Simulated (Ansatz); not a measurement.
An Ansatz run on SrO (started from an entry of an open crystallographic database) left the output below. The input holds the cell as the database lists it.

Structure:
```cif
data_structure
_symmetry_space_group_name_H-M 'P 1'
_symmetry_Int_Tables_number 1
_cell_length_a 3.6293
_cell_length_b 3.6293
_cell_length_c 3.6293
_cell_angle_alpha 60.000
_cell_angle_beta 60.000
_cell_angle_gamma 60.000
_cell_volume 33.80
loop_
_atom_site_label
_atom_site_type_symbol
_atom_site_fract_x
_atom_site_fract_y
_atom_site_fract_z
_atom_site_occupancy
Sr1 Sr 0.50000 0.50000 0.50000 1
O1 O 0.00000 0.00000 0.00000 1
```

Output, abridged:
```
Pseudopotential: Sr, paw, valence charge 10, recommended cutoff 420 eV (normal)
Pseudopotential: O, paw, valence charge 6, recommended cutoff 420 eV (normal)
Functional definition: PBE
Crystal: 2 atoms, lattice volume = 33.803 Å³
Basis set: ecut = 420 eV, 645 PW (Γ)
Bands: 12, of which v1, the nominal top of the filled ones, is band 8 counted from 1 (7 counted from 0)
Symmetry: 48 space group operations
Space group: Fm-3m (ITA 225)
k-points: 29 of 512
preconditioner: auto → none  [insulator: Δε(μ)=3.301 eV  σ=0.020 eV  ℏωp=23.9 eV]
SCF 1 converged in 6 iterations: F = -4114.616244 eV  dr2 = 3.63e-8
relax step 1: F+E_penalty+E_count = -4114.61624449 eV  P = +3.324 GPa  Ω = 33.803 Å³
SCF 2 converged in 6 iterations: F = -4114.612064 eV  dr2 = 3.06e-10
relax step 2: F+E_penalty+E_count = -4114.61206387 eV  P = -2.840 GPa  Ω = 36.183 Å³
SCF 3 converged in 6 iterations: F = -4114.625379 eV  dr2 = 7.82e-11
relax step 3: F+E_penalty+E_count = -4114.62537927 eV  P = -0.151 GPa  Ω = 35.046 Å³
SCF 4 converged in 6 iterations: F = -4114.625543 eV  dr2 = 1.42e-13
relax step 4: F+E_penalty+E_count = -4114.62554256 eV  P = +0.007 GPa  Ω = 34.984 Å³
SCF 5 converged in 6 iterations: F = -4114.628605 eV  dr2 = 5.48e-14
relax step 5: F+E_penalty+E_count = -4114.62860489 eV  P = +0.161 GPa  Ω = 34.984 Å³  (SCF on a basis re-selected at this cell)
SCF 6 converged in 6 iterations: F = -4114.628499 eV  dr2 = 2.98e-13
relax step 6: F+E_penalty+E_count = -4114.62849925 eV  P = +0.009 GPa  Ω = 35.046 Å³
SCF 7 converged in 8 iterations: F = -4114.628702 eV  dr2 = 4.79e-18
relax step 7: F+E_penalty+E_count = -4114.62870152 eV  P = +0.013 GPa  Ω = 35.046 Å³  (SCF on a basis re-selected at this cell)
Free energy (F): -4114.628702 eV
Fermi energy:    9.271207 eV
--- Per-component energies (eV) ---
  E_band       = -63.908443
  E_kinetic    = 422.141813
  E_local      = -878.479076
  E_nonlocal   = 250.053807
  E_hartree    = 238.507362
  E_xc         = -249.124415
  E_vxc        = -258.826002
  E_paw        = -2852.271866
  E_vpaw       = -75.816075
  E_ewald      = -1045.458693
--- Stress (GPa, compression-positive) ---
        0.012908       0.000000       0.000000
        0.000000       0.012908       0.000000
        0.000000       0.000000       0.012908
  P = ⅓ Tr σ = 0.0129 GPa (0.129 kbar)
--- Relaxed structure (5 steps of the walk, 5 accepted, 2 SCFs on fresh bases) ---
  F+E_penalty+E_count = -4114.62870152 eV
  cell:  # Å, volume = 35.0456 Å³
    - [0.000000, 2.597373, 2.597373]
    - [2.597373, 0.000000, 2.597373]
    - [2.597373, 2.597373, 0.000000]
  atoms:
    - { symbol: Sr, position: [0.500000, 0.500000, 0.500000] }
    - { symbol: O, position: [0.000000, 0.000000, 0.000000] }
```

Q: Reconstruct the input.

A:
```yaml
crystal:
  # lattice and atoms as above
kpoints:
  mp_grid: { grid: [8, 8, 8] }
hamiltonian:
  xc: pbe
scf:
  occupations: { method: fermi_dirac, width: 0.02 }
relax:
  f_tol: 0.005
  cell: {}
```
The relax steps with a changing cell volume need the relax block with cell. This is the file that was run; thresholds and some counts can't be read off the log exactly.

Command: `ansatz run input.yaml --threads 2 --pin off --max-ram 2211MiB --backend cpu --events-out ev --progress --plain --runs-dir out`. It took 1.8 s on 2 threads of Intel(R) Xeon(R) 6975P-C (Granite Rapids), on a shared host; peak host memory 0.38 GiB.

Calculated for a static, non-magnetic cell.
